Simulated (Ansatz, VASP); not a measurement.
This is a calculation of Sn for VASP 6.6.1.

Contents of INCAR:

```
PREC = Accurate
ENCUT = 520
EDIFF = 1E-7
ISMEAR = 0
SIGMA = 0.013000000000000001
LREAL = F
LASPH = T
NELM = 100
ALGO = Normal
ISIF = 2
LWAVE = F
LCHARG = T
GGA = PE
LELF = T
LVHAR = T
```

File KPOINTS:

```
regular mesh
0
Gamma
  7 7 7
```

File POSCAR:

```
Sn
1.0
    0.0000000000      3.2333428000      3.2333428000
    3.2333428000      0.0000000000      3.2333428000
    3.2333428000      3.2333428000      0.0000000000
Sn
2
Direct
    0.7500000000      0.7500000000      0.7500000000
    0.5000000000      0.5000000000      0.5000000000
```

Potentials or basis: VASP PAW PBE potentials, release 64 (Sn_d).

Launch:

```console
$ cat potpaw_PBE.64/Sn_d/POTCAR > POTCAR
$ mpirun -np 1 vasp_std > vasp.out
```

Task: Translate it to Ansatz 0.2.0. Potentials there: Ansatz PAW.

Result: As run (the cutoff follows the program's own potentials):

The input input.yaml:

```yaml
crystal:
  lattice:
    - [0.0, 3.2333428, 3.2333428]
    - [3.2333428, 0.0, 3.2333428]
    - [3.2333428, 3.2333428, 0.0]
  atoms:
    - { symbol: Sn, position: [0.75, 0.75, 0.75] }
    - { symbol: Sn, position: [0.5, 0.5, 0.5] }
hamiltonian:
  xc: pbe
  pseudopotentials: { kind: paw }
kpoints:
  mp_grid: { grid: [7, 7, 7] }
scf:
  occupations: { method: gaussian, width: 0.013 }
output:
  forces: true
  stress: true
  eigenvalues: true
```

Potentials or basis: Ansatz PAW.

The run is started by

```bash
$ ansatz run input.yaml --threads 2 --pin off --max-ram 5632MiB --backend cpu --events-out ev --progress --plain --runs-dir out
```

Both were run:

|  | VASP | Ansatz | Ansatz less VASP |
| --- | --- | --- | --- |
| gap on the k mesh at the Fermi level (eV) | none | none | - |
| pressure (GPa) | 3.8 | 3.8 | +0.06 |

A gap of «none» marks a metal or a gap that the smearing closes. The functional is the same, so the differences come from potentials, cutoffs and numerics.
